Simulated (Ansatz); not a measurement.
Input and command of a plane-wave DFT calculation in Ansatz:

```yaml
crystal:
  lattice:
    - [0.0, 2.2086347786, 2.2086347786]
    - [2.2086347786, 0.0, 2.2086347786]
    - [2.2086347786, 2.2086347786, 0.0]
  atoms:
    - { symbol: Ta, position: [0.4660423712, 0.4660423712, 0.5339576288] }
    - { symbol: "N", position: [0.0, 0.0, 0.0] }
basis:
  ecutwfc: 420
kpoints:
  mp_grid: { grid: [24, 24, 24] }
hamiltonian:
  xc: pbe
scf:
  occupations: { method: gaussian, width: 0.15 }
output:
  forces: true
  stress: true
  eigenvalues: true
```

```bash
ansatz run input.yaml --threads 1 --pin off --max-ram 2560MiB --backend cpu --events-out ev --progress --plain --runs-dir out
```

Processor: AMD EPYC 9R45 96-Core Processor (Zen 5), 1 thread, on a host shared with other jobs.

Task: How long does it run, and how much memory does it take?

Result: About 8.2 s on 1 thread of AMD EPYC 9R45 96-Core Processor (Zen 5), with other jobs on the host, peak memory 0.67 GiB. It solves 13 bands at 1063 k points (the mesh reduced by symmetry) with about 411 plane waves, in 6 SCF iterations.
